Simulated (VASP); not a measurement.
Wanted: the native input for a VASP 6.6.1 run.

* Task: band structure
* Functional: PBE
* Potentials or basis: VASP PAW PBE potentials, release 64 (Au, Cu)
* Cutoff: 520 eV
* k mesh: 7 × 7 × 7
* Occupations: fermi-dirac, width 0.05 eV
* Spin: no spin polarisation
* Further INCAR settings: ALGO = Fast; EDIFF = 1e-06

The structure of Cu3Au (Auricupride) lies in POSCAR:

```
Cu3Au
1.0
    3.7400000000      0.0000000000      0.0000000000
    0.0000000000      3.7400000000      0.0000000000
    0.0000000000      0.0000000000      3.7400000000
Au Cu
1 3
Direct
    0.0000000000      0.0000000000      0.0000000000
    0.5000000000      0.5000000000      0.0000000000
    0.5000000000      0.0000000000      0.5000000000
    0.0000000000      0.5000000000      0.5000000000
```

One way to write it, as run:

INCAR

```
PREC = Accurate
ENCUT = 520
EDIFF = 1E-6
ISMEAR = -1
SIGMA = 0.05
LREAL = False
LASPH = True
NELM = 60
ALGO = Fast
ISIF = 2
LWAVE = False
LCHARG = False
LMAXMIX = 4
GGA = PE
```

KPOINTS

```
regular mesh
0
Gamma
  7 7 7
```

KPOINTS_OPT

```
path GXMGRX,MR
10
line-mode
reciprocal
 0.0000000000  0.0000000000  0.0000000000  G
 0.0000000000  0.5000000000  0.0000000000  X

 0.0000000000  0.5000000000  0.0000000000  X
 0.5000000000  0.5000000000  0.0000000000  M

 0.5000000000  0.5000000000  0.0000000000  M
 0.0000000000  0.0000000000  0.0000000000  G

 0.0000000000  0.0000000000  0.0000000000  G
 0.5000000000  0.5000000000  0.5000000000  R

 0.5000000000  0.5000000000  0.5000000000  R
 0.0000000000  0.5000000000  0.0000000000  X

 0.5000000000  0.5000000000  0.0000000000  M
 0.5000000000  0.5000000000  0.5000000000  R
```

Potentials or basis: VASP PAW PBE potentials, release 64 (Au, Cu).

Command:

```bash
$ cat potpaw_PBE.64/Au/POTCAR potpaw_PBE.64/Cu/POTCAR > POTCAR
$ mpirun -np 1 vasp_std > vasp.out
```

Results of the run:

```json
{"Pressure": "5.3 GPa", "Band gap along the path": "none (metal or under the smearing width)"}
```

Caveat: spin-orbit coupling is left out, which moves the levels of the heavy elements.

Run time: 81 s on 1 thread of Intel(R) Xeon(R) Platinum 8375C CPU @ 2.90GHz (Ice Lake), on a shared host, peak memory 0.19 GiB.
